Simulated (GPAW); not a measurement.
Si2Ni in GPAW: the effect of strain biaxial xy

The system is Si2Ni.

```xyz
3
Lattice="0.0000 2.5949 2.7030 2.5949 0.0000 2.7030 2.5949 2.5949 0.0000" Properties=species:S:1:pos:R:3 pbc="T T T"
Ni    0.0000    0.0000    0.0000
Si    3.8923    3.8923    4.0545
Si    1.2974    1.2974    1.3515
```

Alike in all runs:

```yaml
Program: GPAW 26.7.0
Task: single point
Functional: PBEsol
Potentials_or_basis: PAW data sets generated in the run's folder for this functional
Cutoff: 600 eV
Basis: pw
k_mesh: 9 × 9 × 9
Occupations: fermi-dirac, width 0.05 eV
Spin: collinear spin, ferromagnetic start
Starting_moments: "[1.0, 0.0, 0.0] μB"
Maxiter: 150
```

```csv
strain biaxial xy,pressure (GPa)
-0.04,15.4
-0.02,7.1
-0.01,?
0,0.4
0.01,-2.6
0.02,-5.4
0.04,-10.2
```

**Question.** What does the run with strain biaxial xy -0.01 give?

**Answer.** Pressure 3.6 GPa.

Worked out: A parabola through the other rows of the pressure, of slope -346 GPa per unit of strain biaxial xy there, gives 3.7 GPa, against the run's 3.6.

Caveats: the density grid can change from cell to cell, which puts small steps into energies and stress; the stock nickel data set gives pressures a few GPa off other programs.
